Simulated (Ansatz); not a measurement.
# RbBr in Ansatz: convergence with k mesh

RbBr:

```
Rb Br
1.0
     0.00000    3.42700    3.42700
     3.42700    0.00000    3.42700
     3.42700    3.42700    0.00000
Rb Br
1 1
Direct
  0.00000 0.00000 0.00000
  0.50000 0.50000 0.50000
```

```yaml
Program: Ansatz 0.2.0
Task: convergence study
Functional: PBE
Potentials_or_basis: Ansatz PAW
Cutoff: "420 eV (not typed: the program's choice for these potentials)"
k_mesh: 2 × 2 × 2
Occupations: cold, width 0.05 eV
Spin: spin-orbit coupling, no magnetisation
```

These are the settings of the first run; the series varies k mesh, with any setting tied to it.

Hardware: 2 threads of Arm Neoverse V1 (shared host).

```tsv
k mesh	energy less the tightest run, at zero smearing (meV/atom)	pressure (GPa)	gap on the mesh (eV)	SCF cycles	CPU time (s)	peak memory (GiB)
2 × 2 × 2	34.10	1.31	4.173	7	1.6	0.36
3 × 3 × 3	1.59	1.02	4.202	7	1.8	0.36
4 × 4 × 4	0.13	1.00	4.203	7	2.8	0.38
5 × 5 × 5	0.01	1.00	4.204	7	3.1	0.39
6 × 6 × 6	0.00	1.00	4.204	7	4.4	0.42
8 × 8 × 8	0.00	1.00	4.204	7	7.5	0.45
9 × 9 × 9	0.00	1.00	4.204	7	8.8	0.47
11 × 11 × 11	0.00	1.00	4.204	7	14	0.51
```

Against the tightest run, the energy stays within 1 meV/atom from 4 × 4 × 4 on; the pressure stays within 0.1 GPa from 3 × 3 × 3 on; the gap on the mesh stays within 0.01 eV from 3 × 3 × 3 on. Meshes of other sizes hit other points, so gaps and Fermi surfaces needn't settle smoothly. The tightest run that finished is the yardstick and may itself not be fully converged.

Caveat, for the tightest run too: odd divisions of the mesh miss points on the zone boundary, where band edges often lie, so the gap on the mesh can be too wide.
